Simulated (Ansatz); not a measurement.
Crystal: Au.

```
Au
1.0
     1.41131   -2.55593    0.00000
     1.41131    2.55593    0.00000
     0.00000    0.00000    4.89317
Au
2
Direct
  0.33467 0.66533 0.25000
  0.66533 0.33467 0.75000
```

This isn't the form of Au at room conditions, which is fcc.

| Property | Result |
| --- | --- |
| Program | Ansatz 0.2.0 |
| Task | single point |
| Functional | PBEsol |
| Potentials or basis | Ansatz PAW |
| Cutoff | 420 eV (not typed: the program's choice for these potentials) |
| k mesh | 11 × 11 × 6 |
| Occupations | fermi-dirac, width 0.05 eV |
| Spin | no spin polarisation |

On this cell: pressure -5.2 GPa; largest force 0.021 eV/Å; band gap on the k mesh none (metal or under the smearing width).

The same run follows on a disturbed copy (atoms moved at random, drawn with an rms of 0.05 Å):

```
Au
1.0
     1.41131   -2.55593    0.00000
     1.41131    2.55593    0.00000
     0.00000    0.00000    4.89317
Au
2
Direct
  0.33425 0.65236 0.25193
  0.65276 0.31258 0.74169
```

Task: What changes?

Result: The energy (extrapolated to zero smearing) moves by +3.3 meV/atom; pressure -5.0 GPa; largest force 0.276 eV/Å; band gap on the k mesh none (metal or under the smearing width).

Forces in eV/Å, atoms in the order of the input:
```
Au  -0.008 -0.022 -0.275
Au   0.008  0.022  0.275
```

Stress tensor (GPa, compression positive):
```
-2.48  0.03  0.09
 0.03 -6.63  0.06
 0.09  0.06 -6.00
```

Caveats: the PAW data sets come from PBE, with cores solved anew for the run's functional, which leaves a small shift of forces and pressure.
